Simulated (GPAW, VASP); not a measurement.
This is a calculation of TiSe for GPAW 26.7.0 (ASE script). The cell comes from a database or a generator and needn't be the stable form of this composition.

run.py

```python
from ase.dft.bandgap import bandgap
from ase.io import read, write
from ase.units import GPa
from gpaw import GPAW, PW, setup_paths

setup_paths.insert(0, '.')

atoms = read('POSCAR')
atoms.set_initial_magnetic_moments([1.13, 0.0])

calc = GPAW(mode=PW(600),
            xc='PBEsol',
            kpts={'size': (6, 6, 6), 'gamma': True},
            occupations={'name': 'methfessel-paxton', 'order': 0, 'width': 0.05},
            setups={'Ti': ':d,4.0'},
            nbands=19,
            convergence={'density': 1e-05, 'energy': 1e-05},
            maxiter=150,
            txt='gpaw.txt')
atoms.calc = calc
energy = atoms.get_potential_energy()
forces = atoms.get_forces()
stress = atoms.get_stress()
calc.write('gs.gpw')
write('result.traj', atoms)
print(f'Energy: {energy:.6f} eV')
print('Forces (eV/A):')
print(forces.round(4))
print('Stress (GPa):', (stress / GPa).round(3))
print('Moments:', calc.get_magnetic_moments().round(3))
print('Fermi level:', round(calc.get_fermi_level(), 4), 'eV')
print(f'Gap: {bandgap(calc)[0]:.4f} eV, direct: {bandgap(calc, direct=True)[0]:.4f} eV')
```

POSCAR

```
TiSe
1.0
    3.4034008100      0.0000000000      0.0000000000
    0.0000000000      3.4034008100      0.0000000000
    0.0000000000      0.0000000000      3.4034008100
Ti Se
1 1
Direct
    0.0000000000      0.0000000000      0.0000000000
    0.5000000000      0.5000000000      0.5000000000
```

Potentials or basis: PAW data sets generated in the run's folder for this functional, pw.

Launch:

```bash
$ gpaw-setup -f PBEsol Se Ti
$ OMP_NUM_THREADS=1 python run.py
```

Task: What does the same run look like in VASP 6.6.1? Potentials or basis there: PBE PAW files Se, Ti_sv, 520 eV.

Result: As run (cutoffs and basis follow the program's own potentials, and thresholds, step limits or extra output files can differ):

Contents of INCAR:

```
PREC = Accurate
ENCUT = 520
EDIFF = 1E-6
ISMEAR = 0
SIGMA = 0.05
LREAL = False
LASPH = True
NELM = 100
ALGO = Normal
ISIF = 2
LWAVE = False
LCHARG = False
ISPIN = 2
MAGMOM = 1.13 0
LORBIT = 11
LMAXMIX = 4
LDAU = True
LDAUTYPE = 2
LDAUL = 2 -1
LDAUU = 4 0
LDAUJ = 0 0
LDAUPRINT = 1
GGA = PS
NBANDS = 20
```

KPOINTS

```
regular mesh
0
Gamma
  6 6 6
```

POSCAR

```
TiSe
1.0
    3.4034008100      0.0000000000      0.0000000000
    0.0000000000      3.4034008100      0.0000000000
    0.0000000000      0.0000000000      3.4034008100
Ti Se
1 1
Direct
    0.0000000000      0.0000000000      0.0000000000
    0.5000000000      0.5000000000      0.5000000000
```

Potentials or basis: VASP PAW PBE potentials, release 64 (Ti_sv, Se).

Command:

```sh
$ cat potpaw_PBE.64/Ti_sv/POTCAR potpaw_PBE.64/Se/POTCAR > POTCAR
$ mpirun -np 1 vasp_std > vasp.out
```

Both were run:

|  | GPAW | VASP |
| --- | --- | --- |
| Pressure | -0.6 GPa | -14.3 GPa |
| Net moment | 1.99 μB per cell | 0.11 μB per cell |

VASP's potentials were made for PBE.

The magnetic state is the one that the start led to; the real crystal's order can differ.

The two runs disagree by more than potentials and bases usually give (in gap, levels, pressure or energy); the cause wasn't traced.

How U acts hangs on each program's projectors.

Pressure is positive in compression.
